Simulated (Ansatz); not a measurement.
# CoO (R3m) in Ansatz: further runs

The runs below take CoO through band structure, with PBEsol, PBE, LDA.

All numbers are computed with Ansatz 0.2.0; they aren't measurements. Logs are shortened: lines on timing, memory, paths and dates and some standing lists are left out, and cuts for length are marked.

## Step 1: The crystal as given

Symmetry: R3m, No. 160, trigonal system. Conventional cell: a = 3.204 Å, b = 3.204 Å, c = 7.699 Å, α = 90.00°, β = 90.00°, γ = 120.00°. Co (site symmetry 3m) is surrounded by 4 O at 1.91 to 1.96 Å. O (site symmetry 3m) is surrounded by 4 Co at 1.91 to 1.96 Å.

Measurements of this composition are mostly on another form, of space group No. 225.

## Step 2: Band structure, PBEsol, collinear spin, ferromagnetic start

File input.yaml:

```yaml
crystal:
  lattice:
    - [1.6022198417, 0.9250420569, 2.5664708903]
    - [-1.6022198417, 0.9250420569, 2.5664708903]
    - [0.0, -1.8500841138, 2.5664708903]
  atoms:
    - { symbol: Co, position: [0.99897832, 0.99897832, 0.99897832], spin: 2.0 }
    - { symbol: O, position: [0.75102103, 0.75102103, 0.75102103] }
hamiltonian:
  xc: pbesol
  pseudopotentials: { kind: paw }
magnetization:
  spin_polarized: true
kpoints:
  mp_grid: { grid: [10, 10, 10] }
  band_path:
    path:
      - [[0.0, 0.0, 0.0], [0.5, 0.0, 0.0], [0.5, 0.2532748666, -0.2532748666]]
      - [[0.7467251334, 0.5, 0.2532748666], [0.5, 0.5, 0.5], [0.0, 0.0, 0.0], [0.3766374333, 0.0, -0.3766374333]]
      - [[0.6233625667, 0.3766374333, 0.0], [0.5, 0.5, 0.0], [0.6233625667, 0.6233625667, 0.2532748666], [0.5, 0.5, 0.5]]
      - [[0.5, 0.0, 0.0], [0.7467251334, 0.3766374333, 0.3766374333]]
    npoints: 14
scf:
  occupations: { method: fermi_dirac, width: 0.05 }
  n_extra_bands: 6
output:
  forces: true
  stress: true
  eigenvalues: true
  fatbands: false
```

Potentials or basis: Ansatz PAW.

Launch:

```sh
> ansatz run input.yaml --threads 2 --pin off --max-ram 5632MiB --backend cpu --events-out ev --progress --plain --runs-dir out
```

Log:

```text
Warning: RAYON_NUM_THREADS=2 ignored (pool sized by the plan → 2); use --threads N
scf.n_extra_bands = 6 over 12 filled bands (N_el = 23.0): the run solves 18 bands
Engine: ansatz 0.2.0, aarch64-unknown-linux-gnu
Pseudopotentials: kind: paw
Pseudopotential: Co, paw, valence charge 17, recommended cutoff 420 eV (normal), Co.paw.azcp
Pseudopotential: O, paw, valence charge 6, recommended cutoff 420 eV (normal), O.paw.azcp
Functional definition: PBEsol
  exchange = pbesol_x
  correlation = pbesol_c
Crystal: 2 atoms, lattice volume = 22.823 Å³
Basis set: ecut = 420 eV, 447 PW (Γ), exchange–correlation on 48×48×48 points (8 copies of the dense FFT grid, shifted against one another)
Bands: 18, of which v1, the nominal top of the filled ones, is band 12 counted from 1 (11 counted from 0)
Symmetry: 6 space group operations
Space group: R3m (ITA 160), of the structure as read, at distance tolerance 2.8e-5 Å
Magnetic group: BNS 160.65 (UNI 1295), of the structure as read, at distance tolerance 2.8e-5 Å
k-points: 116 of 1000 (time reversal used)
Non-local potential: Co, projectors of the file, l = 0: 3, l = 1: 2, l = 2: 3, l = 3: 1
Non-local potential: O, projectors of the file, l = 0: 2, l = 1: 2, l = 2: 1
PAW form: soft (Blöchl's): semilocal exchange-correlation on the pseudo side does not see the compensation charge
PAW frozen core: Co, regenerated for the run's functional, and the local potential with it (the file was generated under x = pbe(κ = 0.804, μ = 0.2195149727645171), c = pbe(β = 0.06672455060314922))
PAW frozen core: O, regenerated for the run's functional, and the local potential with it (the file was generated under x = pbe(κ = 0.804, μ = 0.2195149727645171), c = pbe(β = 0.06672455060314922))
PAW one-centre angular grid: Co, 590 points (default); XC on 64 Gauss nodes
PAW one-centre angular grid: O, 110 points (default); XC on 64 Gauss nodes
Initial density: superposition of atomic densities (chi_scale 0.1, normalization cell, long waves kept (reshape's long-wave potential 0.00 eV rms))
Starting moments: Σ|m| = 2 μB on 1 of 2 sites
Initial wavefunctions: pseudopotential atomic-orbital guess
Functional: x = pbesol(κ = 0.804, μ = 0.12345679012345678), c = pbesol(β = 0.046)
SCF iter   1: F=—  HF=-5651.487515 eV  |F-HF|=—  |Δ(HF+E_count)|=         —  Δρ=8.76e-2 (↑8.73e-2 ↓8.76e-2)  dr2=4.96e0  dr2_m=1.05e-1  M=2.062 μB ∫|m|=2.063 μB  β_m=0.30  ethr=3.10e-3  ⟨swp⟩=5.5  Hψ=18731  notcnv=0
Mixer restart at iter 1: flushing history
preconditioner: auto → none  [metal: Δε(μ)=0.005 eV  Ē_g=14.220 eV  σ=0.050 eV  W_gap=0.02  n_scr=8 (ndim 8)  ℏωp=30.1 eV  f_vac=0.000  D(μ)=2.87/eV (n_scr^D=50)  sad-step TF]
SCF iter   2: F=—  HF=-5652.203685 eV  |F-HF|=—  |Δ(HF+E_count)|=   7.16e-1  Δρ=6.62e-2 (↑6.62e-2 ↓4.98e-2)  dr2=6.71e-1  dr2_m=5.39e-1  M=2.519 μB ∫|m|=2.520 μB  β_m=0.38  ethr=3.10e-3  ⟨swp⟩=3.0  Hψ=9836  notcnv=0  defer=247
SCF iter   3: F=—  HF=-5652.470468 eV  |F-HF|=—  |Δ(HF+E_count)|=   2.67e-1  Δρ=5.34e-2 (↑3.88e-2 ↓5.34e-2)  dr2=8.06e-2  dr2_m=4.01e-1  M=2.704 μB ∫|m|=2.706 μB  β_m=0.69  ethr=2.92e-3  ⟨swp⟩=2.0  Hψ=7205  notcnv=0  defer=256
SCF iter   4: F=—  HF=-5652.426766 eV  |F-HF|=—  |Δ(HF+E_count)|=         —  Δρ=2.10e-2 (↑2.10e-2 ↓1.32e-2)  dr2=7.41e-2  dr2_m=4.58e-2  M=2.658 μB ∫|m|=2.662 μB  β_m=0.69  ethr=3.51e-4  ⟨swp⟩=2.1  Hψ=7789  notcnv=0  defer=261
Mixer restart at iter 4: flushing history
SCF iter   5: F=—  HF=-5652.522427 eV  |F-HF|=—  |Δ(HF+E_count)|=   9.57e-2  Δρ=2.39e-2 (↑7.91e-3 ↓2.39e-2)  dr2=8.25e-2  dr2_m=3.08e-2  M=2.743 μB ∫|m|=2.748 μB  β_m=0.71  ethr=3.22e-4  ⟨swp⟩=3.3  Hψ=8455  notcnv=0  defer=272
SCF iter   6: F=—  HF=-5652.545789 eV  |F-HF|=—  |Δ(HF+E_count)|=   2.34e-2  Δρ=1.48e-2 (↑1.48e-2 ↓9.23e-3)  dr2=6.65e-2  dr2_m=4.91e-3  M=2.737 μB ∫|m|=2.742 μB  β_m=0.62  ethr=3.22e-4  ⟨swp⟩=2.8  Hψ=9550  notcnv=0  defer=287
SCF iter   7: F=—  HF=-5652.529481 eV  |F-HF|=—  |Δ(HF+E_count)|=   1.63e-2  Δρ=3.19e-3 (↑2.65e-3 ↓3.19e-3)  dr2=4.38e-4  dr2_m=1.72e-3  M=2.780 μB ∫|m|=2.786 μB  β_m=0.72  ethr=2.89e-4  ⟨swp⟩=2.3  Hψ=7542  notcnv=0  defer=293
SCF iter   8: F=—  HF=-5652.529518 eV  |F-HF|=—  |Δ(HF+E_count)|=   3.64e-5  Δρ=8.15e-4 (↑8.15e-4 ↓7.25e-4)  dr2=3.58e-4  dr2_m=1.84e-5  M=2.783 μB ∫|m|=2.789 μB  β_m=0.61  ethr=1.90e-6  ⟨swp⟩=2.0  Hψ=7207  notcnv=0  defer=293
SCF iter   9: F=—  HF=-5652.529518 eV  |F-HF|=—  |Δ(HF+E_count)|=   5.43e-7  Δρ=3.48e-4 (↑2.38e-4 ↓3.48e-4)  dr2=5.73e-5  dr2_m=1.74e-6  M=2.785 μB ∫|m|=2.792 μB  β_m=0.77  ethr=1.56e-6  ⟨swp⟩=2.1  Hψ=5179  notcnv=0  defer=293
SCF iter  10: F=—  HF=-5652.529560 eV  |F-HF|=—  |Δ(HF+E_count)|=   4.15e-5  Δρ=9.78e-5 (↑4.90e-5 ↓9.78e-5)  dr2=2.69e-6  dr2_m=4.96e-7  M=2.786 μB ∫|m|=2.792 μB  β_m=0.83  ethr=2.49e-7  ⟨swp⟩=2.5  Hψ=5781  notcnv=0  defer=293
SCF iter  11: F=—  HF=-5652.529560 eV  |F-HF|=—  |Δ(HF+E_count)|=   6.83e-7  Δρ=2.00e-5 (↑1.24e-5 ↓2.00e-5)  dr2=2.92e-8  dr2_m=4.96e-8  M=2.786 μB ∫|m|=2.792 μB  β_m=0.79  ethr=1.17e-8  ⟨swp⟩=2.0  Hψ=5662  notcnv=0  defer=293
SCF iter  12: F=-5652.529560 eV  HF=-5652.529560 eV  |F-HF|=3.67e-8  |Δ(HF+E_count)|=   1.17e-8  Δρ=1.60e-5 (↑6.26e-6 ↓1.60e-5)  dr2=4.43e-8  dr2_m=1.86e-8  M=2.786 μB ∫|m|=2.792 μB  ethr=1.27e-10  ⟨swp⟩=6.6  Hψ=16811  notcnv=0
SCF 1 converged in 12 iterations: F = -5652.529560 eV  dr2 = 4.43e-8
NSCF: frozen V_eff on 130 k-points
SCF converged after 12 iterations
Magnetization: 2.7858 μB (12.8929 up, 10.1071 down)
Absolute magnetization: 2.7922 μB (∫|ρ↑−ρ↓|, with the PAW one-centre terms)
Spin contamination: 0.0125 ħ² per cell (⟨S²⟩ above its minimum at these occupations)
Per-site moments (μB) at R_I (Å): [(2.2211543657652117, 0.7875142689430613), (0.31701240857419233, 0.7875142689430613)]
Free energy (F): -5652.529560 eV
Harris-Foulkes:  -5652.529560 eV  (|F-HF|=3.67e-8)
Internal energy: -5652.509583 eV  (E = F + TS)
E sigma→0 (E₀):  -5652.519572 eV
Entropy (-TS):   -0.019978 eV (-9.989 meV/atom)
Fermi energy:    10.931370 eV
--- Per-component energies (eV) ---
  E_band       = -370.792869
  E_kinetic    = 617.891443
  E_local      = -3869.255574  (includes V_loc(G=0)·N_el)
  E_nonlocal   = 513.593011
  E_hartree    = 1592.269472
  E_xc         = -226.148319
  E_vxc        = -292.126997  (∫ρ·V_xc dr)
  E_paw        = -1637.380972  (= ΣΔE_a)
  E_vpaw       = -525.445093  (= ΣTr[D̂ρ^β])
  E_aug_tail   = 0.002584  (compensation charges beyond the density's cutoff)
  E_ewald      = -2643.704935
  E_core_change = 0.223707  (= ΣΔE_core)
  E_smearing   = -0.019978  (= −TS)
  E_closure    = 0.000000  (closes the sum)
  Σ components = -5652.529560   (vs F -5652.529560, Δ=0.00e0)
--- Forces (eV/Å), atoms counted from 1 ---
  atom   1  Co     0.00000000     0.00000000     0.21510962
  atom   2  O     -0.00000000     0.00000000    -0.21510843
  max |Σ_I F_I| component: 1.20e-6 eV/Å
--- Stress (GPa, compression-positive) ---
       -9.544732       0.000000      -0.000000
        0.000000      -9.544732       0.000000
        0.000000       0.000000      -4.657838
  P = ⅓ Tr σ = -7.9158 GPa (-79.158 kbar)
--- Band table (eV; the first three rows and the last of 232) ---
  k-point 0 ↑: bands = ["-85.3573", "-48.7865", "-48.7559", "-48.7559", "-9.1209", "4.6507", "4.7035", "4.7035", "8.6089", "8.6089", "10.9294", "11.1825", "11.1825", "11.3369", "24.7040", "24.7040", "25.2850", "30.7688"]
  k-point 1 ↑: bands = ["-85.3572", "-48.7871", "-48.7577", "-48.7562", "-9.0620", "4.5446", "4.6984", "4.7390", "8.5870", "8.5895", "10.6478", "11.1291", "11.2468", "11.6879", "23.7712", "24.7971", "25.3124", "29.6981"]
  k-point 2 ↑: bands = ["-85.3568", "-48.7888", "-48.7622", "-48.7569", "-8.9057", "4.2325", "4.7952", "4.8283", "8.5521", "8.5592", "10.0629", "10.9718", "11.0712", "12.7536", "21.9141", "24.8878", "25.3349", "29.0014"]
  k-point 115 ↓: bands = ["-82.5500", "-46.0706", "-46.0172", "-46.0172", "-7.8566", "4.3487", "6.1522", "6.1522", "10.7258", "10.7258", "10.9232", "12.4667", "12.4667", "16.8868", "18.8069", "24.8002", "24.8002", "28.3776"]
```

It took 9.8 s on 2 threads of Arm Neoverse V2, shared host; peak memory 0.38 GiB.

Results:

- Free energy: -5652.5296 eV
- Pressure: -7.9 GPa
- Largest force: 0.215 eV/Å
- Band gap on the k mesh: none (metal or under the smearing width)
- Net moment: 2.79 μB per cell
- Absolute moment: 2.79 μB per cell
- Site moments: Co +2.22; O +0.32 μB

Forces in eV/Å, atoms in the order of the input:
```
Co   0.000  0.000  0.215
O    0.000  0.000 -0.215
```

Levels at the corners of the path, in eV from the Fermi level:
Spin up:
```
point  band 9  band 10  band 11  band 12  band 13  band 14  band 15  band 16  band 17  band 18
    Γ   -2.32    -2.32     0.00     0.25     0.25     0.41    13.77    13.77    14.35    19.84
    L   -2.50    -2.25    -2.24    -0.55    -0.49     5.53     6.79    13.33    13.68    17.27
   B1   -3.19    -2.72    -2.05    -1.89    -0.87     6.77     9.78    10.05    11.17    18.40
    B   -3.19    -2.72    -2.05    -1.89    -0.87     6.77     9.78    10.05    11.17    18.40
    Z   -2.56    -2.27    -2.27    -0.67    -0.67     5.50     7.11    13.24    13.24    16.99
    Γ   -2.32    -2.32     0.00     0.25     0.25     0.41    13.77    13.77    14.35    19.84
    X   -3.28    -2.31    -2.23    -1.38    -1.12     6.26     9.19     9.79    14.01    15.31
    Q   -3.28    -2.31    -2.23    -1.38    -1.12     6.26     9.19     9.79    14.01    15.31
    F   -3.19    -2.01    -1.84    -1.69    -1.62     5.07     9.77    10.88    13.93    14.24
   P1   -3.31    -2.36    -2.23    -1.36    -1.19     6.36     9.12     9.84    13.67    15.57
    Z   -2.56    -2.27    -2.27    -0.67    -0.67     5.50     7.11    13.24    13.24    16.99
    L   -2.50    -2.25    -2.24    -0.55    -0.49     5.53     6.79    13.33    13.68    17.27
    P   -3.31    -2.36    -2.23    -1.36    -1.19     6.36     9.12     9.84    13.67    15.57
```
Spin down:
| point | band 6 | band 7 | band 8 | band 9 | band 10 | band 11 | band 12 | band 13 | band 14 | band 15 |
| --- | --- | --- | --- | --- | --- | --- | --- | --- | --- | --- |
| Γ | -5.11 | -5.03 | -5.03 | -0.44 | -0.44 | 0.48 | 2.52 | 2.52 | 2.61 | 14.26 |
| L | -6.62 | -4.85 | -4.83 | -0.24 | -0.22 | 0.15 | 1.66 | 1.69 | 6.00 | 7.53 |
| B1 | -5.92 | -5.42 | -4.65 | -1.03 | -0.41 | -0.01 | 0.80 | 1.31 | 7.73 | 10.44 |
| B | -5.92 | -5.42 | -4.65 | -1.03 | -0.41 | -0.01 | 0.80 | 1.31 | 7.73 | 10.44 |
| Z | -6.58 | -4.78 | -4.78 | -0.21 | -0.21 | -0.01 | 1.54 | 1.54 | 5.96 | 7.88 |
| Γ | -5.11 | -5.03 | -5.03 | -0.44 | -0.44 | 0.48 | 2.52 | 2.52 | 2.61 | 14.26 |
| X | -6.21 | -5.18 | -4.65 | -0.98 | -0.21 | 0.07 | 0.90 | 1.20 | 7.17 | 9.79 |
| Q | -6.21 | -5.18 | -4.65 | -0.98 | -0.21 | 0.07 | 0.90 | 1.20 | 7.17 | 9.79 |
| F | -6.66 | -4.58 | -4.54 | -0.96 | -0.05 | 0.08 | 0.80 | 0.88 | 6.04 | 10.46 |
| P1 | -6.16 | -5.21 | -4.61 | -1.01 | -0.21 | 0.01 | 0.94 | 1.13 | 7.26 | 9.74 |
| Z | -6.58 | -4.78 | -4.78 | -0.21 | -0.21 | -0.01 | 1.54 | 1.54 | 5.96 | 7.88 |
| L | -6.62 | -4.85 | -4.83 | -0.24 | -0.22 | 0.15 | 1.66 | 1.69 | 6.00 | 7.53 |
| P | -6.16 | -5.21 | -4.61 | -1.01 | -0.21 | 0.01 | 0.94 | 1.13 | 7.26 | 9.74 |

Caveat: the pressure holds a Pulay correction of +0.7 GPa for the finite cutoff; a cell with one magnetic atom can't hold antiferromagnetic order, which such compounds often take; semilocal functionals often make such compounds metallic where correlation or magnetic order opens a gap, which also shifts bond lengths; the PAW data sets come from PBE, with cores solved anew for the run's functional, which leaves a small shift of forces and pressure. With open d or f shells a metallic result of PBEsol can be an artefact of self-interaction; +U or a hybrid may open a gap.

## Step 3: Band structure, PBE, collinear spin, ferromagnetic start

Changes to input.yaml since step 2:

```diff
@@ -9,3 +9,3 @@
 hamiltonian:
-  xc: pbesol
+  xc: pbe
   pseudopotentials: { kind: paw }
```

Potentials or basis: Ansatz PAW.

Launch:

```sh
> ansatz run input.yaml --threads 2 --pin off --max-ram 5632MiB --backend cpu --events-out ev --progress --plain --runs-dir out
```

Log:

```text
Warning: RAYON_NUM_THREADS=2 ignored (pool sized by the plan → 2); use --threads N
scf.n_extra_bands = 6 over 12 filled bands (N_el = 23.0): the run solves 18 bands
Engine: ansatz 0.2.0, aarch64-unknown-linux-gnu
Pseudopotentials: kind: paw
Pseudopotential: Co, paw, valence charge 17, recommended cutoff 420 eV (normal), Co.paw.azcp
Pseudopotential: O, paw, valence charge 6, recommended cutoff 420 eV (normal), O.paw.azcp
Functional definition: PBE
  parameter kappa = 0.804
  parameter beta = 0.06672455060314922
  exchange = pbe_x(kappa = kappa, mu = beta*pi^2/3)
  correlation = pbe_c(beta = beta)
Crystal: 2 atoms, lattice volume = 22.823 Å³
Basis set: ecut = 420 eV, 447 PW (Γ), exchange–correlation on 48×48×48 points (8 copies of the dense FFT grid, shifted against one another)
Bands: 18, of which v1, the nominal top of the filled ones, is band 12 counted from 1 (11 counted from 0)
Symmetry: 6 space group operations
Space group: R3m (ITA 160), of the structure as read, at distance tolerance 2.8e-5 Å
Magnetic group: BNS 160.65 (UNI 1295), of the structure as read, at distance tolerance 2.8e-5 Å
k-points: 116 of 1000 (time reversal used)
Non-local potential: Co, projectors of the file, l = 0: 3, l = 1: 2, l = 2: 3, l = 3: 1
Non-local potential: O, projectors of the file, l = 0: 2, l = 1: 2, l = 2: 1
PAW form: soft (Blöchl's): semilocal exchange-correlation on the pseudo side does not see the compensation charge
PAW one-centre angular grid: Co, 590 points (default); XC on 64 Gauss nodes
PAW one-centre angular grid: O, 110 points (default); XC on 64 Gauss nodes
Initial density: superposition of atomic densities (chi_scale 0.1, normalization cell, long waves kept (reshape's long-wave potential 0.00 eV rms))
[... 25 lines left out ...]
Per-site moments (μB) at R_I (Å): [(2.2022658145719367, 0.7875142689430613), (0.2997355374325365, 0.7875142689430613)]
Free energy (F): -5692.431696 eV
Harris-Foulkes:  -5692.431696 eV  (|F-HF|=3.71e-9)
Internal energy: -5692.415779 eV  (E = F + TS)
E sigma→0 (E₀):  -5692.423737 eV
Entropy (-TS):   -0.015916 eV (-7.958 meV/atom)
Fermi energy:    11.073778 eV
--- Per-component energies (eV) ---
  E_band       = -367.908064
  E_kinetic    = 619.028611
  E_local      = -3872.609062  (includes V_loc(G=0)·N_el)
  E_nonlocal   = 512.199978
  E_hartree    = 1597.647422
  E_xc         = -228.767035
  E_vxc        = -293.965218  (∫ρ·V_xc dr)
  E_paw        = -1676.213370  (= ΣΔE_a)
  E_vpaw       = -527.860760  (= ΣTr[D̂ρ^β])
  E_aug_tail   = 0.002613  (compensation charges beyond the density's cutoff)
  E_ewald      = -2643.704935
  E_smearing   = -0.015916  (= −TS)
  E_closure    = 0.000000  (closes the sum)
  Σ components = -5692.431696   (vs F -5692.431696, Δ=0.00e0)
--- Forces (eV/Å), atoms counted from 1 ---
  atom   1  Co    -0.00000000     0.00000000     0.26031342
  atom   2  O      0.00000000     0.00000000    -0.26034319
  max |Σ_I F_I| component: 2.98e-5 eV/Å
--- Stress (GPa, compression-positive) ---
       -1.905586       0.000000      -0.000000
       -0.000000      -1.905586       0.000000
        0.000000       0.000000       3.441526
  P = ⅓ Tr σ = -0.1232 GPa (-1.232 kbar)
--- Band table (eV; the first three rows and the last of 232) ---
  k-point 0 ↑: bands = ["-85.4441", "-48.7470", "-48.7062", "-48.7062", "-9.0001", "4.8509", "4.9048", "4.9048", "8.8783", "8.8783", "11.1706", "11.3396", "11.3396", "11.4949", "25.0069", "25.0069", "25.5855", "31.0529"]
  k-point 1 ↑: bands = ["-85.4440", "-48.7476", "-48.7079", "-48.7064", "-8.9424", "4.7499", "4.8992", "4.9407", "8.8548", "8.8573", "10.8279", "11.2879", "11.4030", "11.9084", "24.0797", "25.0969", "25.6099", "30.0054"]
  k-point 2 ↑: bands = ["-85.4437", "-48.7493", "-48.7124", "-48.7072", "-8.7896", "4.4477", "4.9975", "5.0314", "8.8154", "8.8227", "10.2269", "11.1351", "11.2313", "12.9903", "22.2221", "25.1797", "25.6248", "29.3049"]
  k-point 115 ↓: bands = ["-82.6170", "-46.0084", "-45.9517", "-45.9517", "-7.7904", "4.5633", "6.3379", "6.3379", "10.8198", "10.8198", "11.2226", "12.7364", "12.7364", "17.1904", "19.0730", "25.0876", "25.0876", "28.7292"]
```

Wall time 8.8 s (2 threads of Arm Neoverse V2, shared host); peak memory 0.37 GiB.

Results:

| Item | Value |
| --- | --- |
| Free energy | -5692.4317 eV |
| Pressure | -0.1 GPa |
| Largest force | 0.260 eV/Å |
| Band gap on the k mesh | none (metal or under the smearing width) |
| Net moment | 2.76 μB per cell |
| Absolute moment | 2.76 μB per cell |
| Site moments | Co +2.20; O +0.30 μB |

Forces in eV/Å, atoms in the order of the input:
```
Co   0.000  0.000  0.260
O    0.000  0.000 -0.260
```

Levels at the corners of the path, in eV from the Fermi level:
Spin up:
| point | band 11 | band 12 | band 13 | band 14 | band 15 | band 16 |
| --- | --- | --- | --- | --- | --- | --- |
| Γ | 0.10 | 0.27 | 0.27 | 0.42 | 13.93 | 13.93 |
| L | -2.13 | -0.52 | -0.47 | 5.69 | 6.89 | 13.47 |
| B1 | -2.05 | -1.77 | -0.80 | 6.87 | 9.88 | 10.26 |
| B | -2.05 | -1.77 | -0.80 | 6.87 | 9.88 | 10.26 |
| Z | -2.17 | -0.63 | -0.63 | 5.65 | 7.21 | 13.38 |
| Γ | 0.10 | 0.27 | 0.27 | 0.42 | 13.93 | 13.93 |
| X | -2.20 | -1.28 | -1.07 | 6.36 | 9.33 | 9.95 |
| Q | -2.20 | -1.28 | -1.07 | 6.36 | 9.33 | 9.95 |
| F | -1.81 | -1.68 | -1.51 | 5.17 | 9.89 | 11.10 |
| P1 | -2.20 | -1.27 | -1.14 | 6.47 | 9.26 | 10.00 |
| Z | -2.17 | -0.63 | -0.63 | 5.65 | 7.21 | 13.38 |
| L | -2.13 | -0.52 | -0.47 | 5.69 | 6.89 | 13.47 |
| P | -2.20 | -1.27 | -1.14 | 6.47 | 9.26 | 10.00 |
Spin down:
| point | band 7 | band 8 | band 9 | band 10 | band 11 | band 12 | band 13 | band 14 |
| --- | --- | --- | --- | --- | --- | --- | --- | --- |
| Γ | -4.97 | -4.97 | -0.51 | -0.51 | 0.61 | 2.64 | 2.64 | 2.72 |
| L | -4.81 | -4.79 | -0.29 | -0.27 | 0.32 | 1.79 | 1.81 | 6.17 |
| B1 | -5.38 | -4.61 | -0.85 | -0.37 | -0.08 | 0.96 | 1.37 | 7.87 |
| B | -5.38 | -4.61 | -0.85 | -0.37 | -0.08 | 0.96 | 1.37 | 7.87 |
| Z | -4.74 | -4.74 | -0.25 | -0.25 | 0.15 | 1.66 | 1.66 | 6.12 |
| Γ | -4.97 | -4.97 | -0.51 | -0.51 | 0.61 | 2.64 | 2.64 | 2.72 |
| X | -5.13 | -4.61 | -0.83 | -0.25 | 0.06 | 1.03 | 1.31 | 7.32 |
| Q | -5.13 | -4.61 | -0.83 | -0.25 | 0.06 | 1.03 | 1.31 | 7.32 |
| F | -4.54 | -4.50 | -0.78 | -0.13 | 0.02 | 0.97 | 1.03 | 6.20 |
| P1 | -5.16 | -4.57 | -0.85 | -0.24 | 0.00 | 1.07 | 1.25 | 7.41 |
| Z | -4.74 | -4.74 | -0.25 | -0.25 | 0.15 | 1.66 | 1.66 | 6.12 |
| L | -4.81 | -4.79 | -0.29 | -0.27 | 0.32 | 1.79 | 1.81 | 6.17 |
| P | -5.16 | -4.57 | -0.85 | -0.24 | 0.00 | 1.07 | 1.25 | 7.41 |

Caveat: the pressure holds a Pulay correction of +0.7 GPa for the finite cutoff; a cell with one magnetic atom can't hold antiferromagnetic order, which such compounds often take; semilocal functionals often make such compounds metallic where correlation or magnetic order opens a gap, which also shifts bond lengths. With open d or f shells a metallic result of PBE can be an artefact of self-interaction; +U or a hybrid may open a gap.

(Continued in part 2 of 2.)
